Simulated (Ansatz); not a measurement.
## Barrier of one jump, Ga in InP

The calculation used DFT PBEsol, scalar-relativistic, plane waves, PAW (Ansatz). Run with 420 eV cutoff, 2×2×2 k-mesh, Gaussian smearing of 0.02 eV, collinear spin.

Host crystal, relaxed:

```xyz
4
Lattice="4.1487 0.0000 0.0000 -2.0743 3.5929 0.0000 0.0000 0.0000 6.8110" Properties=species:S:1:pos:R:3 pbc="T T T"
In    2.0743    1.1976    3.4070
In    0.0000    2.3952    0.0015
P     2.0743    1.1976    5.9581
P     0.0000    2.3952    2.5526
```

In a supercell of 12 host sites, Ga trades places with a neighbouring In vacancy, moving 4.15 Å between the relaxed ends. Climbing-image nudged elastic band at fixed cell with images 0 (start) to 6 (end), the path measured over all atoms, converged to 0.05 eV/Å; the order of the saddle wasn't checked, and the small cell leaves errors of about a tenth of an eV.

Supercell rows in host cell vectors: 0 0 1; 1 2 0; -2 -1 0. Ga was set at (0.667, 0.333, 0.500) of the host cell.

At the relaxed start Ga has 3 P at 2.36 Å, 1 P at 2.38 Å.

With moments and this functional the run may sit in a state above the lowest one. The starting moments were lost, and the run ended without a moment.

Problem. How high is the barrier, and where does the atom pass?

Solution. 0.56 eV at image 5, where Ga has 1 P at 2.38 Å, 1 P at 2.44 Å, 1 P at 2.50 Å. An image lies below the start, so the start isn't the lowest place along this path.